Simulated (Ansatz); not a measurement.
Se (fcc type), DFT, PBE, all-electron LAPW, scalar-relativistic (Ansatz 0.2.0), on 1 thread of Arm Neoverse V1 (shared host).

Command: `ansatz run input.yaml --threads 1 --pin off --max-ram 2048MiB --backend cpu --events-out ev --progress --plain --runs-dir out`

```yaml
crystal:
  lattice:
    - [0.0, 1.9781521639, 1.9781521639]
    - [1.9781521639, 0.0, 1.9781521639]
    - [1.9781521639, 1.9781521639, 0.0]
  atoms:
    - { symbol: Se, position: [0.0, 0.0, 0.0] }
kpoints:
  mp_grid: { grid: [15, 15, 15] }
  band_path:
    path:
      - [0.0, 0.0, 0.0]
      - [0.5, 0.0, 0.5]
      - [0.625, 0.25, 0.625]
      - [0.375, 0.375, 0.75]
      - [0.0, 0.0, 0.0]
      - [0.5, 0.5, 0.5]
      - [0.5, 0.25, 0.75]
      - [0.5, 0.0, 0.5]
    npoints: 8
scf:
  occupations: { method: fermi_dirac, width: 0.05 }
hamiltonian:
  xc: pbe
  pseudopotentials: { kind: all_electron, lapw: { basis_error: 0.001 } }
output:
  forces: true
  stress: true
  eigenvalues: true
  populations: true
  dos: { projected: true, de: 0.2, e_range: [-14, 8] }
```

Problem. How large is the problem that the program sets up?

Solution. 120 irreducible k-points, 113 plane waves at Γ, 16 bands.

Problem. About how long does it take?

Solution. 7.5 s of wall time for 5 SCF iterations. Times on shared machines scatter by tens of per cent.
